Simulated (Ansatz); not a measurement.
The system is ZnS.

```
Zn S
1.0
     0.00000    2.70200    2.70200
     2.70200    0.00000    2.70200
     2.70200    2.70200    0.00000
Zn S
1 1
Cartesian
  4.0530 4.0530 4.0530
  0.0000 0.0000 0.0000
```

A run of Ansatz 0.2.0 on this cell left the log below. Logs are shortened: lines on timing, memory, paths and dates and some standing lists are left out, and cuts for length are marked.

```text
Warning: RAYON_NUM_THREADS=2 ignored (pool sized by the plan → 2); use --threads N
scf.n_extra_bands = 6 over 9 filled bands (N_el = 18.0): the run solves 15 bands
Engine: ansatz 0.2.0, aarch64-unknown-linux-gnu
Pseudopotentials: kind: paw
Pseudopotential: Zn, paw, valence charge 12, recommended cutoff 420 eV (normal), Zn.paw.azcp
Pseudopotential: S, paw, valence charge 6, recommended cutoff 420 eV (normal), S.paw.azcp
Functional definition: revPBE
  parameter kappa = 1.245
  parameter beta = 0.06672455060314922
  exchange = pbe_x(kappa = kappa, mu = beta*pi^2/3)
  correlation = pbe_c(beta = beta)
Crystal: 2 atoms, lattice volume = 39.454 Å³
Basis set: ecut = 420 eV, 749 PW (Γ), exchange–correlation on 54×54×54 points (8 copies of the dense FFT grid, shifted against one another)
Bands: 15, of which v1, the nominal top of the filled ones, is band 9 counted from 1 (8 counted from 0)
Symmetry: 24 space group operations
Space group: F-43m (ITA 216), of the structure as read, at distance tolerance 3.4e-5 Å
k-points: 35 of 729 (time reversal used)
Non-local potential: Zn, projectors of the file, l = 0: 2, l = 1: 2, l = 2: 3, l = 3: 1
Non-local potential: S, projectors of the file, l = 0: 2, l = 1: 2, l = 2: 2
PAW form: soft (Blöchl's): semilocal exchange-correlation on the pseudo side does not see the compensation charge
PAW frozen core: Zn, regenerated for the run's functional, and the local potential with it (the file was generated under x = pbe(κ = 0.804, μ = 0.2195149727645171), c = pbe(β = 0.06672455060314922))
PAW frozen core: S, regenerated for the run's functional, and the local potential with it (the file was generated under x = pbe(κ = 0.804, μ = 0.2195149727645171), c = pbe(β = 0.06672455060314922))
PAW one-centre angular grid: Zn, 590 points (default); XC on 64 Gauss nodes
PAW one-centre angular grid: S, 110 points (default); XC on 64 Gauss nodes
Initial density: superposition of atomic densities (neutral atoms: chi_scale 0, normalization atom), corrected by the library's trained network
Initial wavefunctions: pseudopotential atomic-orbital guess
Functional: x = revpbe(κ = 1.245, μ = 0.2195149727645171), c = pbe(β = 0.06672455060314922)
SCF iter   1: F=—  HF=-4229.067347 eV  |F-HF|=—  |Δ(HF+E_count)|=         —  Δρ=2.88e-3  dr2=1.59e-3  ethr=1.77e-3  ⟨swp⟩=5.3  Hψ=2943  notcnv=0
preconditioner: auto → none  [insulator: Δε(μ)=2.237 eV  Ē_g=13.990 eV  σ=0.050 eV  W_gap=1.00  n_scr=14 (ndim 8)  ℏωp=25.1 eV  f_vac=0.026  D(μ)=0.00/eV (n_scr^D=0)  ε∞_Penn≈4.2]
SCF iter   2: F=—  HF=-4229.067570 eV  |F-HF|=—  |Δ(HF+E_count)|=   2.23e-4  Δρ=1.38e-3  dr2=4.53e-4  ethr=8.81e-6  ⟨swp⟩=2.1  Hψ=1186  notcnv=0  defer=38
SCF iter   3: F=—  HF=-4229.067403 eV  |F-HF|=—  |Δ(HF+E_count)|=   1.67e-4  Δρ=5.46e-4  dr2=6.19e-5  ethr=2.52e-6  ⟨swp⟩=2.0  Hψ=736  notcnv=0  defer=38
SCF iter   4: F=—  HF=-4229.067471 eV  |F-HF|=—  |Δ(HF+E_count)|=   6.75e-5  Δρ=1.57e-4  dr2=1.20e-5  ethr=3.44e-7  ⟨swp⟩=2.5  Hψ=671  notcnv=0  defer=38
SCF iter   5: F=—  HF=-4229.067476 eV  |F-HF|=—  |Δ(HF+E_count)|=   5.49e-6  Δρ=4.52e-5  dr2=7.48e-7  ethr=6.65e-8  ⟨swp⟩=2.1  Hψ=607  notcnv=0  defer=38
SCF iter   6: F=-4229.067476 eV  HF=-4229.067476 eV  |F-HF|=3.09e-8  |Δ(HF+E_count)|=   7.13e-8  Δρ=9.28e-6  dr2=1.98e-8  ethr=5.56e-10  ⟨swp⟩=6.2  Hψ=2746  notcnv=0
SCF 1 converged in 6 iterations: F = -4229.067476 eV  dr2 = 1.98e-8
  greatest PAW one-centre occupation: 0.983 electrons in one spin orbital (limit 2), on the Zn atom at site 0 (counted from 0), in its partial waves of l = 2
NSCF: frozen V_eff on 142 k-points
SCF converged after 6 iterations
Free energy (F): -4229.067476 eV
Harris-Foulkes:  -4229.067476 eV  (|F-HF|=3.09e-8)
Internal energy: -4229.067476 eV  (E = F + TS)
E sigma→0 (E₀):  -4229.067476 eV
Fermi energy:    7.026876 eV
--- Per-component energies (eV) ---
  E_band       = 7.038745
  E_kinetic    = 238.307900
  E_local      = -2041.124569  (includes V_loc(G=0)·N_el)
  E_nonlocal   = 642.460962
  E_hartree    = 854.241719
  E_xc         = -234.852476
  E_vxc        = -139.190091  (∫ρ·V_xc dr)
  E_paw        = -2434.636939  (= ΣΔE_a)
  E_vpaw       = -401.894490  (= ΣTr[D̂ρ^β])
  E_aug_tail   = -0.000362  (compensation charges beyond the density's cutoff)
  E_ewald      = -1253.379294
  E_core_change = -0.084419  (= ΣΔE_core)
  E_smearing   = -0.000000  (= −TS)
  E_closure    = -0.000000  (closes the sum)
  Σ components = -4229.067476   (vs F -4229.067476, Δ=0.00e0)
--- Forces (eV/Å), atoms counted from 1 ---
  atom   1  Zn     0.00000000    -0.00000000    -0.00000000
  atom   2  S     -0.00000000     0.00000000    -0.00000000
  max |Σ_I F_I| component: 1.85e-17 eV/Å
--- Stress (GPa, compression-positive) ---
        3.484458       0.000000       0.000000
        0.000000       3.484458       0.000000
       -0.000000       0.000000       3.484458
  P = ⅓ Tr σ = 3.4845 GPa (34.845 kbar)
--- Band table (eV; the first three rows and the last of 35) ---
  k-point 0: bands = ["-7.2606", "-0.4361", "-0.4361", "-0.4361", "0.0678", "0.0678", "5.8692", "5.8692", "5.8692", "8.1034", "12.2885", "12.2885", "12.2885", "17.4907", "17.4907"]
  k-point 1: bands = ["-7.1684", "-0.4352", "-0.4193", "-0.4193", "0.0664", "0.0664", "4.9582", "5.7514", "5.7514", "8.7898", "12.2104", "12.4931", "12.4931", "17.0276", "17.0276"]
  k-point 2: bands = ["-6.9194", "-0.4051", "-0.3795", "-0.3795", "0.0676", "0.0676", "3.4455", "5.4778", "5.4778", "9.3991", "12.6314", "12.8545", "12.8545", "16.7055", "16.7055"]
  k-point 34: bands = ["-6.0491", "-0.3040", "-0.1716", "-0.0083", "0.0548", "0.4158", "1.3473", "3.0021", "3.5193", "11.5236", "11.8285", "13.4408", "14.9528", "17.7151", "19.4546"]
```

**Question.** What input gives this log?

**Answer.** Band structure with revPBE, no spin polarisation. The files as run (others can give the same):

input.yaml
```yaml
crystal:
  lattice:
    - [0.0, 2.702, 2.702]
    - [2.702, 0.0, 2.702]
    - [2.702, 2.702, 0.0]
  atoms:
    - { symbol: Zn, position: [0.75, 0.75, 0.75] }
    - { symbol: S, position: [0.0, 0.0, 0.0] }
hamiltonian:
  xc: revpbe
  pseudopotentials: { kind: paw }
kpoints:
  mp_grid: { grid: [9, 9, 9] }
  band_path:
    path:
      - [[0.0, 0.0, 0.0], [0.5, 0.0, 0.5], [0.5, 0.25, 0.75], [0.375, 0.375, 0.75], [0.0, 0.0, 0.0], [0.5, 0.5, 0.5], [0.625, 0.25, 0.625], [0.5, 0.25, 0.75], [0.5, 0.5, 0.5], [0.375, 0.375, 0.75]]
      - [[0.625, 0.25, 0.625], [0.5, 0.0, 0.5]]
    npoints: 14
scf:
  occupations: { method: fermi_dirac, width: 0.05 }
  n_extra_bands: 6
output:
  forces: true
  stress: true
  eigenvalues: true
  fatbands: false
```

Potentials or basis: Ansatz PAW.
Command:
```bash
$ ansatz run input.yaml --threads 2 --pin off --max-ram 5120MiB --backend cpu --events-out ev --progress --plain --runs-dir out
```

Caveat: the PAW data sets come from PBE, with cores solved anew for the run's functional, which leaves a small shift of forces and pressure.
